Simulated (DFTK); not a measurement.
NiO:

```
Ni O
1.0
     0.00000    2.08590    2.08590
     2.08590    0.00000    2.08590
     2.08590    2.08590    0.00000
Ni O
1 1
Direct
  0.00000 0.00000 0.00000
  0.50000 0.50000 0.50000
```

Base run:

| Item | Value |
| --- | --- |
| Program | DFTK 0.8.2 |
| Functional | PBEsol |
| Potentials or basis | dojo.nc.sr.pbesol.v0_4_1.standard.upf (PBEsol) |
| Cutoff | 1333 eV |
| k mesh | 11 × 11 × 11 |
| Occupations | fermi-dirac, width 0.05 eV |
| Spin | collinear spin, ferromagnetic start |
| Starting moments | [1.0, 0.0] μB |

Its results: band gap on the k mesh none (metal or under the smearing width); pressure -6.9 GPa; net moment 1.55 μB per cell; site moments Ni +1.29; O +0.26 μB.

The run is repeated on the same cell with these changes: potentials or basis from dojo.nc.sr.pbesol.v0_4_1.standard.upf (PBEsol) to SG15 1.2 (PBE); cutoff from 1333 eV to 1225 eV; k mesh from 11 × 11 × 11 to 9 × 9 × 9. What comes out?

Band gap on the k mesh none (metal or under the smearing width); pressure -9.0 GPa; net moment 1.06 μB per cell; site moments Ni +0.89; O +0.16 μB.

Caveats: a cell with one magnetic atom can't hold antiferromagnetic order, which such compounds often take; semilocal functionals often make such compounds metallic where correlation or magnetic order opens a gap, which also shifts bond lengths; the potentials were made for another functional, which shifts forces and pressure (some runs).
